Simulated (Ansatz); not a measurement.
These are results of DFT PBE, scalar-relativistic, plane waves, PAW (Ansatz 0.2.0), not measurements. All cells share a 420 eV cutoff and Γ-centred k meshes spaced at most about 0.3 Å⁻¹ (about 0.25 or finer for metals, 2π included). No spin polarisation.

All energies are static (0 K, no zero-point motion).

Compare these two cells of Hf4C, each relaxed at this level.

1.

```
CELL_PARAMETERS angstrom
1.62146 0.93615 10.47306
-1.62146 0.93615 10.47306
0.00000 -1.87231 10.47306
ATOMIC_POSITIONS crystal
Hf 0.37428 0.37428 0.37428
Hf 0.79395 0.79395 0.79395
Hf 0.20605 0.20605 0.20605
Hf 0.62572 0.62572 0.62572
C 0.00000 0.00000 0.00000
```

2.

```
CELL_PARAMETERS angstrom
3.28084 0.00000 0.00000
0.00000 3.28084 0.00000
0.00000 0.00000 8.73069
ATOMIC_POSITIONS crystal
Hf 0.50000 0.50000 0.50000
Hf 0.50000 0.50000 0.00000
Hf 0.00000 0.00000 0.73876
Hf 0.00000 0.00000 0.26124
C 0.00000 0.00000 0.00000
```

Question: Which is lower in energy, and by how much?

Answer: Cell 1 is lower, by 45 meV/atom. Cell 1 has space group R-3m (No. 166), 19.1 Å³/atom and no gap on its mesh; cell 2 has space group P4/mmm (No. 123), 18.8 Å³/atom and no gap. Counting Hf atoms around C (those within 1.25 times the shortest such distance or 1.15 times the sum of covalent radii), cell 1 and cell 2 both have C 6. Both come from invented guesses. The lowest form computed isn't among them: it has space group P-3m1 (No. 164), 18.9 Å³/atom and lies 31 meV/atom below the best shown.

Spin–orbit coupling, which can matter for Hf, is left out. Cells relaxed within their symmetry can be saddle points. Some types were kept out of the candidates beforehand, so the set may lack a known form.
